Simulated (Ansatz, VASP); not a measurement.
## One calculation of Ba, two programs

```
Ba
1.0
     4.45317    0.00000    0.00000
    -2.22659    3.85656    0.00000
     0.00000    0.00000    7.28574
Ba
2
Direct
  0.33333 0.66667 0.25000
  0.66667 0.33333 0.75000
```

Alike in both runs: task single point; functional PBEsol; k mesh 10 × 10 × 5; occupations fermi-dirac, width 0.1 eV; no spin polarisation.

```csv
,VASP,Ansatz
version,VASP 6.6.1,Ansatz 0.2.0
potentials or method,"VASP PAW PBE potentials, release 64 (Ba_sv)","plane waves (420 eV) with PAW, scalar-relativistic"
plane-wave cutoff (eV),520,420
valence electrons in the cell,20,20
```

```csv
,VASP,Ansatz,Ansatz less VASP
pressure (GPa),-0.5,-0.5,-0.05
```

Ansatz warned: «pseudo_functional_mismatch».

Caveats: the PAW data sets were made with another functional, which shifts forces and pressure a little (VASP). The runs have no spin-orbit coupling, so splittings on Ba are missing.
